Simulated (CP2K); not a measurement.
Crystal: Te.

```xyz
1
Lattice="3.1542 0.0000 0.0000 -0.2173 3.1467 0.0000 -0.2173 -0.2328 3.1381" Properties=species:S:1:pos:R:3 pbc="T T T"
Te    1.3598    1.4569    1.5690
```

This isn't the form of Te at room conditions, which is trigonal, of chains.

Base run:

| Quantity | Value |
| --- | --- |
| Program | CP2K 2026.2 |
| Functional | LDA |
| Potentials or basis | POTENTIAL_UZH Te GTH-PBE-q6; TZVP-MOLOPT-PBE-GTH basis |
| Density cutoff | 9184 eV |
| k mesh | 9 × 9 × 9 |
| Occupations | fermi-dirac, width 0.05 eV |
| Spin | no spin polarisation |

Its results: band gap on the k mesh none (metal or under the smearing width); pressure 1.7 GPa.

**Question.** The run is repeated on the same cell with these changes: functional from LDA to SCAN. What comes out?

**Answer.** Band gap on the k mesh none (metal or under the smearing width); pressure 3.6 GPa.

Caveats: the potentials were made for another functional, which shifts forces and pressure; the basis of atomic orbitals isn't converged, which shifts pressures, moduli and gaps.
